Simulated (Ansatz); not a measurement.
Crystal: SnO.

```
Sn O
1.0
     3.81370    0.00000    0.00000
     0.00000    3.81370    0.00000
     0.00000    0.00000    4.88691
Sn O
2 2
Direct
  0.50000 0.00000 0.76463
  0.00000 0.50000 0.23537
  0.00000 0.00000 0.00000
  0.50000 0.50000 0.00000
```

The cell is a database's computed one.

* Program: Ansatz 0.2.0
* Task: relaxation of cell and atoms
* Functional: PBE
* Potentials or basis: Ansatz PAW
* Cutoff: 420 eV (not typed: the program's choice for these potentials)
* k mesh: 7 × 7 × 6
* Occupations: fermi-dirac, width 0.05 eV
* Spin: no spin polarisation

At the start: volume 17.77 Å³/atom.

**Question.** How do energy, volume and symmetry change on relaxing?

**Answer.** It ends after 10 steps and the volume is 18.95 Å³/atom (+6.7 %); space group P4/nmm (No. 129, to 0.05 Å).

The path:
```csv
step,energy change (eV),largest force (eV/Å),volume (Å³)
1,0.0000,0.3713,71.08
2,-0.0181,0.1248,75.39
3,-0.0210,0.0968,74.69
4,-0.0212,0.0003,74.84
5,-0.0347,0.0031,74.84
6,-0.0339,0.0028,75.38
7,-0.0332,0.0010,75.67
8,-0.0353,0.0003,75.67
9,-0.0350,0.0001,75.81
10,-0.0354,0.0002,75.81
```

Final structure:
```xyz
4
Lattice="3.8683 0.0000 0.0000 0.0000 3.8683 0.0000 0.0000 0.0000 5.0665" Properties=species:S:1:pos:R:3 pbc="T T T"
Sn    1.9341    0.0000    3.9075
Sn    0.0000    1.9341    1.1591
O     0.0000    0.0000    0.0000
O     1.9341    1.9341    0.0000
```

Caveat: the plane-wave basis is chosen anew once the cell has moved, so the energies of steps on either side of that aren't comparable; the pressure holds a Pulay correction of +0.4 GPa for the finite cutoff.
